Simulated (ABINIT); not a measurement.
**B: single point with LDA**

The system is B.

```
CELL_PARAMETERS angstrom
2.31685 0.00000 0.00000
0.00000 2.31685 0.00000
0.00000 0.00000 1.57069
ATOMIC_POSITIONS crystal
B 0.50000 0.50000 0.50000
```

The cell was built by a generator and needn't be a form met in nature.

The cell isn't the ideal one: cell relaxed.

| Property | Result |
| --- | --- |
| Program | ABINIT 10.8.3 (patched build) |
| Task | single point |
| Functional | LDA |
| Potentials or basis | PseudoDojo NC SR LDA v0.4.1 standard |
| Cutoff | 1034 eV |
| k mesh | 8 × 8 × 12 |
| Occupations | fermi-dirac, width 0.05 eV |
| Spin | no spin polarisation |

The pressure is -0.1 GPa and the band gap on the k mesh is none (metal or under the smearing width). The valence electrons inside the program's atomic spheres are B 2.63 (radii [1.0584] Å).

Levels at points of the mesh, in eV from the Fermi level:
```tsv
k point	band 1	band 2	band 3	band 4
(0.00, 0.00, 0.00)	-14.06	4.59	4.59	14.78
(0.50, 0.00, 0.00)	-9.05	-7.62	6.48	20.29
(0.50, 0.50, 0.00)	-4.26	-4.26	-3.93	5.13
(0.00, 0.00, 0.50)	-6.02	1.64	13.80	13.80
(0.50, 0.00, 0.50)	-3.90	4.27	7.50	11.04
(0.50, 0.50, 0.50)	-2.16	6.78	6.78	14.48
```

Wall time 6.2 s on 1 thread of Arm Neoverse V1, with other jobs on the host, peak memory 0.07 GiB.
